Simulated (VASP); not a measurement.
# GaCuSe2: single point with PBE

GaCuSe2:

```
CELL_PARAMETERS angstrom
3.77442 0.00000 0.00000
0.00000 3.77442 0.00000
0.00000 0.00000 5.26589
ATOMIC_POSITIONS crystal
Ga 0.50000 0.50000 0.50000
Cu 0.00000 0.00000 0.00000
Se 0.00000 0.00000 0.50000
Se 0.50000 0.50000 0.00000
```

Measurements of this composition are mostly on another form, of space group No. 122.

```yaml
Program: VASP 6.6.1
Task: single point
Functional: PBE
Potentials_or_basis: VASP PAW PBE potentials, release 64 (Ga_d, Cu, Se)
Cutoff: 520 eV
k_mesh: 4 × 4 × 3
Occupations: fermi-dirac, width 0.1 eV
Spin: no spin polarisation
```

| Item | Value |
| --- | --- |
| Pressure | 1.0 GPa |
| Band gap on the k mesh | none (metal or under the smearing width) |

Stress tensor (GPa, compression positive):
```
0.42 0.00 0.00
0.00 0.42 0.00
0.00 0.00 2.08
```

Levels at points of the mesh, in eV from the Fermi level:
| k point | band 15 | band 16 | band 17 | band 18 | band 19 | band 20 | band 21 | band 22 |
| --- | --- | --- | --- | --- | --- | --- | --- | --- |
| (0.00, 0.00, 0.00) | -2.27 | -2.11 | -1.08 | -0.88 | -0.88 | 1.35 | 4.27 | 8.02 |
| (0.50, 0.00, 0.00) | -1.87 | -1.86 | -1.47 | 0.34 | 1.83 | 2.44 | 3.78 | 5.56 |
| (0.50, 0.50, 0.00) | -2.45 | -2.45 | -2.20 | -2.07 | -1.93 | 0.49 | 4.58 | 4.58 |

It took 12 s on 1 thread of AMD EPYC 9R45 96-Core Processor (Zen 5) (shared host), peak memory 0.15 GiB.

Caveat: the k mesh is coarse (spacing up to 0.42 Å⁻¹), so the values aren't converged; the run has no spin polarisation, though such a crystal can be magnetic. With open d or f shells a metallic result of PBE can be an artefact of self-interaction; +U or a hybrid may open a gap.
